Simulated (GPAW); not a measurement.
The system is Ga.

```
Ga
1.0
    -1.38440    1.38440    2.31122
     1.38440   -1.38440    2.31122
     1.38440    1.38440   -2.31122
Ga
1
Direct
  0.00000 0.00000 0.00000
```

This isn't the form of Ga at room conditions, which is orthorhombic.

```yaml
Program: GPAW 26.7.0
Task: single point
Functional: PBE
Potentials_or_basis: GPAW PAW data sets (gpaw-data 1.2.1)
Cutoff: 600 eV
Basis: pw
k_mesh: 13 × 13 × 13
Occupations: fermi-dirac, width 0.05 eV
Spin: no spin polarisation
```

On this cell: pressure 3.8 GPa; band gap on the k mesh none (metal or under the smearing width).

The same run follows on a disturbed copy (cell strained at random at fixed volume):

```
Ga
1.0
    -1.34574    1.36748    2.27974
     1.38532   -1.38141    2.31180
     1.38426    1.41993   -2.28809
Ga
1
Direct
  0.00017 0.01188 0.01187
```

**Question.** What changes?

**Answer.** The energy (extrapolated to zero smearing) moves by +0.2 meV/atom; pressure 3.9 GPa; band gap on the k mesh none (metal or under the smearing width).

Stress tensor (GPa, compression positive):
```
 4.35  0.07 -0.09
 0.07  4.14 -0.10
-0.09 -0.10  3.26
```
